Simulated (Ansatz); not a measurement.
# Ta5C4: the cost of one run

Program: Ansatz 0.2.0. Level of theory: DFT LDA, scalar-relativistic, plane waves, PAW. These are calculated values, not measurements.

## 1. The structure to begin with

It takes space group P-3m1 (No. 164, trigonal). The conventional cell has a = 3.149 Å, b = 3.149 Å, c = 30.286 Å, α = 90.00°, β = 90.00°, γ = 120.00°. Around Ta (site symmetry 3m) lie 3 C at 2.23 Å. C (site symmetry 3m) has 6 Ta at 2.23 Å as nearest neighbours. Ta (site symmetry 3m) is surrounded by 6 C at 2.23 Å. Around Ta (site symmetry -3m) lie 6 C at 2.23 Å.

As a file:

```cif
data_structure
_symmetry_space_group_name_H-M 'P 1'
_symmetry_Int_Tables_number 1
_cell_length_a 3.1495
_cell_length_b 3.1495
_cell_length_c 30.2861
_cell_angle_alpha 90.000
_cell_angle_beta 90.000
_cell_angle_gamma 120.000
_cell_volume 260.16
loop_
_atom_site_label
_atom_site_type_symbol
_atom_site_fract_x
_atom_site_fract_y
_atom_site_fract_z
_atom_site_occupancy
Ta1 Ta 0.66667 0.33333 0.33018 1
C1 C 0.00000 0.00000 0.37264 1
Ta2 Ta 0.33333 0.66667 0.41509 1
C2 C 0.66667 0.33333 0.45755 1
Ta3 Ta 0.00000 0.00000 0.50000 1
C3 C 0.33333 0.66667 0.54245 1
Ta4 Ta 0.66667 0.33333 0.58491 1
C4 C 0.00000 0.00000 0.62736 1
Ta5 Ta 0.33333 0.66667 0.66982 1
```

Slab cut from the bulk at the bulk's listed lattice constants, lower half held.

## 2. Relaxing the atoms

File input.yaml:

```yaml
crystal:
  lattice:
    - [3.1494536, 0.0, 0.0]
    - [-1.5747268, 2.72750683, 0.0]
    - [0.0, 0.0, 30.286072392]
  atoms:
    - { symbol: Ta, position: [0.66666667, 0.33333333, 0.3301847751] }
    - { symbol: C, position: [0.0, 0.0, 0.372638579] }
    - { symbol: Ta, position: [0.33333333, 0.66666667, 0.4150923829] }
    - { symbol: C, position: [0.66666667, 0.33333333, 0.4575461961] }
    - { symbol: Ta, position: [0.0, 0.0, 0.5] }
    - { symbol: C, position: [0.33333333, 0.66666667, 0.5424538039] }
    - { symbol: Ta, position: [0.66666667, 0.33333333, 0.5849076171] }
    - { symbol: C, position: [0.0, 0.0, 0.627361421] }
    - { symbol: Ta, position: [0.33333333, 0.66666667, 0.6698152249] }
basis:
  ecutwfc: 420
  fft_grid_basis: typed
kpoints:
  mp_grid: { grid: [9, 9, 1] }
hamiltonian:
  xc: lda
scf:
  occupations: { method: gaussian, width: 0.1 }
output:
  forces: true
  eigenvalues: true
efield:
  axis: 3
  dipole_correction: true
  ramp_width: 0.04
relax:
  adjacent_minimum: "off"
  f_tol: 0.04
  max_steps: 40
  constraints: [{ sites: [0, 1, 2, 3] }]
```

Command:

```sh
$ ansatz run input.yaml --threads 1 --pin off --max-ram 2211MiB --backend cpu --events-out ev --progress --plain --runs-dir out
```

Q: Estimate wall time and peak memory on 1 thread of Intel Xeon 6975P-C (Granite Rapids), shared host.

About 34 s, with a peak of 0.59 GiB.
